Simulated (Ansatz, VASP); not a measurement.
One calculation of SiC, two programs

File INCAR:

```
ALGO = Normal
EDIFF = 1E-6
ENCUT = 520
GGA = PE
ISIF = 2
ISMEAR = 0
LASPH = T
LCHARG = F
LREAL = F
LWAVE = F
NBANDS = 11
NELM = 80
PREC = Accurate
SIGMA = 0.05
```

KPOINTS

```
k-points
0
Gamma
  12 12 12
```

The input POSCAR:

```
SiC
1.0
    0.0000000000      2.1324328124      2.1324328124
    2.1324328124      0.0000000000      2.1324328124
    2.0656165843      2.0656165843      0.0668162281
Si C
1 1
Direct
    0.0000000000      0.0000000000      0.0000000000
    0.7500000000      0.7500000000      0.7500000000
```

Input for Ansatz:

```yaml
crystal:
  lattice:
    - [0.0, 2.1324328124, 2.1324328124]
    - [2.1324328124, 0.0, 2.1324328124]
    - [2.0656165843, 2.0656165843, 0.0668162281]
  atoms:
    - { symbol: Si, position: [0.0, 0.0, 0.0] }
    - { symbol: C, position: [0.75, 0.75, 0.75] }
basis:
  ecutwfc: 520.0
kpoints:
  mp_grid: { grid: [12, 12, 12] }
hamiltonian:
  xc: pbe
scf:
  occupations: { method: gaussian, width: 0.05 }
output:
  forces: true
  stress: true
  eigenvalues: true
```

Alike in both runs: task single point; functional PBE; k mesh 12 × 12 × 12; occupations gaussian, width 0.05 eV; no spin polarisation.

|  | VASP | Ansatz |
| --- | --- | --- |
| version | VASP 6.6.1 | Ansatz 0.2.0 |
| potentials or method | VASP PAW PBE potentials, release 64 (Si, C) | scalar-relativistic, plane waves, PAW |
| plane-wave cutoff (eV) | 520 | 520 |
| valence electrons in the cell | 8 | 8 |

VASP gave:

```
gap on the k mesh at the Fermi level (eV) : 1.00
least direct gap on the mesh (eV)         : 4.29
rms of the force components (eV/Å)        : 0.572
```

Which values does Ansatz return?

gap on the k mesh at the Fermi level (eV): 1.00; least direct gap on the mesh (eV): 4.30; rms of the force components (eV/Å): 0.573.

Atom by atom the forces differ by 0.001 eV/Å (rms over components).

 A k mesh can miss the band edges.
